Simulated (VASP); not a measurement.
Write the native input for VASP 6.6.1 that does the following.

| Property | Result |
| --- | --- |
| Task | single point |
| Functional | r2SCAN |
| Potentials or basis | VASP PAW PBE potentials, release 64 (Si) |
| Cutoff | 520 eV |
| k mesh | 6 × 6 × 4 |
| Occupations | gaussian, width 0.1 eV |
| Spin | no spin polarisation |
| Dipole correction | no |
| Further INCAR settings | ALGO = Normal; EDIFF = 1e-06; NBANDS = 16 |

Si:

```xyz
4
Lattice="3.8313 0.0000 0.0000 -1.9157 3.3180 0.0000 0.0000 0.0000 6.3326" Properties=species:S:1:pos:R:3 pbc="T T T"
Si    0.0000    2.2120    0.3990
Si    1.9157    1.1060    3.5653
Si    0.0000    2.2120    2.7673
Si    1.9157    1.1060    5.9336
```

This isn't the form of Si at room conditions, which is diamond.

One way to write it, as run:

POSCAR

```
Si
1.0
    3.8313174605      0.0000000000      0.0000000000
   -1.9156587303      3.3180182508      0.0000000000
    0.0000000000      0.0000000000      6.3326220002
Si
4
Direct
    0.3333333300      0.6666666700      0.0630095000
    0.6666666700      0.3333333300      0.5630095000
    0.3333333300      0.6666666700      0.4369905000
    0.6666666700      0.3333333300      0.9369905000
```

INCAR.step1

```
PREC     = Accurate       # precision mode
ENCUT    = 520            # plane-wave cutoff, eV
ISMEAR   = 0              # smearing method
SIGMA    = 0.1            # smearing width, eV
LREAL    = F              # projectors in reciprocal space
LASPH    = T              # aspherical terms in the spheres
NELM     = 80             # most SCF steps
NBANDS   = 16             # bands
GGA      = PE             # functional
ALGO     = Normal         # electronic algorithm
EDIFF    = 1E-4           # SCF threshold, eV
LWAVE    = T              # write WAVECAR
LCHARG   = F              # write CHGCAR
```

INCAR.step2

```
PREC     = Accurate       # precision mode
ENCUT    = 520            # plane-wave cutoff, eV
EDIFF    = 1E-6           # SCF threshold, eV
ISMEAR   = 0              # smearing method
SIGMA    = 0.1            # smearing width, eV
LREAL    = F              # projectors in reciprocal space
LASPH    = T              # aspherical terms in the spheres
NELM     = 80             # most SCF steps
ALGO     = Normal         # electronic algorithm
ISIF     = 2              # what is computed and relaxed
LWAVE    = F              # write WAVECAR
LCHARG   = F              # write CHGCAR
METAGGA  = R2SCAN         # meta-GGA
LMIXTAU  = T            
NBANDS   = 16             # bands
ISTART   = 1
```

KPOINTS

```
regular mesh
0
Gamma
  6 6 4
```

Potentials or basis: VASP PAW PBE potentials, release 64 (Si).

The run is started by

```sh
$ cat potpaw_PBE.64/Si/POTCAR > POTCAR
$ cp INCAR.step1 INCAR
$ mpirun -np 1 vasp_std > vasp.out
$ cp INCAR.step2 INCAR
$ mpirun -np 1 vasp_std > vasp.out
```

It gave:

- Pressure: 0.0 GPa
- Largest force: 0.012 eV/Å
- Band gap on the k mesh: 0.61 eV, indirect (least direct gap 1.37 eV)

Caveat: the PAW data sets were made with another functional, which shifts forces and pressure a little.

Wall time 32 s on 1 thread of Intel(R) Xeon(R) 6975P-C (Granite Rapids), on a shared host, peak memory 0.19 GiB.
